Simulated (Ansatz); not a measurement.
ZrSi2 polymorphs, one row open

Computed with DFT PBE, scalar-relativistic, plane waves, PAW in Ansatz. Settings: cutoff 420 eV, Γ-centred meshes spaced at most about 0.3 Å⁻¹, and about 0.25 Å⁻¹ or finer for metals (2π included), Gaussian smearing. No spin polarisation.

Temperature and zero-point effects are left out. Rows are sorted by volume; energies count from the lowest form computed. Coordination counts Si atoms around Zr (those within 1.25 times the shortest such distance or 1.15 times the sum of covalent radii; a plus sign parts nearer from farther groups). The table shows 5 of 6 forms computed.

```csv
row,form,source,atoms,coordination,V (Å³/atom),gap on mesh (eV),ΔE (meV/atom)
1,"MoSi2 (C11b) type, I4/mmm",invented,3,Zr 10,16.5,0,273
2,Imma,invented,6,Zr 10,16.6,0,?
3,"AlB2 type, P6/mmm",invented,3,Zr 12,16.8,0,361
4,Cmcm,COD,6,Zr 10,16.8,0,0
5,"ThSi2 type, I4_1/amd",invented,6,Zr 8+4,17.3,0,331
```

The cell of row 2:

```
CELL_PARAMETERS angstrom
-2.00525 3.03841 4.08404
2.00525 -3.03841 4.08404
2.00525 3.03841 -4.08404
ATOMIC_POSITIONS crystal
Zr 0.16603 0.41603 0.75000
Zr 0.83397 0.58397 0.25000
Si 0.41194 0.85575 0.55619
Si 0.58806 0.14425 0.44381
Si 0.20045 0.14425 0.05619
Si 0.79955 0.85575 0.94381
```

Task: Estimate the missing energy, and say where the row ranks.

Result: 197 meV/atom, which puts it above row 4 and below row 1. Counting Si atoms around Zr, row 2 and the lowest form (row 4) both have Zr 10. Row 2 and the lowest form (row 4) both hold Si–Si chains.

The lowest form is a structure that the Crystallography Open Database (COD) lists.

Cells relaxed within their symmetry can be saddle points. Some candidate types were left out of the draw beforehand, so a known form may be missing.
